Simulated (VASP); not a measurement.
C: relaxation of cell and atoms with PBEsol

The system is C.

```xyz
2
Lattice="0.0000 1.7775 1.7775 1.7775 0.0000 1.7775 1.7775 1.7775 0.0000" Properties=species:S:1:pos:R:3 pbc="T T T"
C     0.0000    0.0000    0.0000
C     0.8887    0.8887    0.8887
```

This isn't the form of C at room conditions, which is graphite.

- Program: VASP 6.6.1
- Task: relaxation of cell and atoms
- Functional: PBEsol
- Potentials or basis: VASP PAW PBE potentials, release 64 (C)
- Cutoff: 600 eV
- k mesh: 14 × 14 × 14
- Occupations: gaussian, width 0.03 eV
- Spin: no spin polarisation
- Further INCAR settings: ALGO = Normal; EDIFF = 1e-07; IBRION = 2; EDIFFG = -0.005; NSW = 90; ISIF = 3

The pressure after relaxing is 0.0 GPa and the band gap on the k mesh is 4.03 eV, indirect (least direct gap 5.57 eV).

Final structure:
```
CELL_PARAMETERS angstrom
0.00000 1.77745 1.77745
1.77745 0.00000 1.77745
1.77745 1.77745 0.00000
ATOMIC_POSITIONS crystal
C 0.00000 0.00000 0.00000
C 0.25000 0.25000 0.25000
```

Levels at points of the mesh, in eV from the valence-band top:
```csv
k point,band 1,band 2,band 3,band 4,band 5,band 6,band 7,band 8
"(0.00, 0.00, 0.00)",-21.66,0.00,0.00,0.00,5.57,5.57,5.57,13.60
"(0.50, 0.00, 0.00)",-15.77,-13.58,-2.84,-2.84,8.43,8.43,8.97,15.58
"(0.50, 0.50, 0.00)",-12.85,-12.85,-6.40,-6.40,4.62,4.62,16.93,16.93
```

Wall time 5.9 s on 1 thread of Intel(R) Xeon(R) Platinum 8488C (Sapphire Rapids), on a shared host, peak memory 0.12 GiB.

Caveat: the relaxation stopped at its first step, so nothing moved; the PAW data sets were made with another functional, which shifts forces and pressure a little. Expect the measured gap to be larger: semilocal functionals such as PBEsol lack the derivative discontinuity.
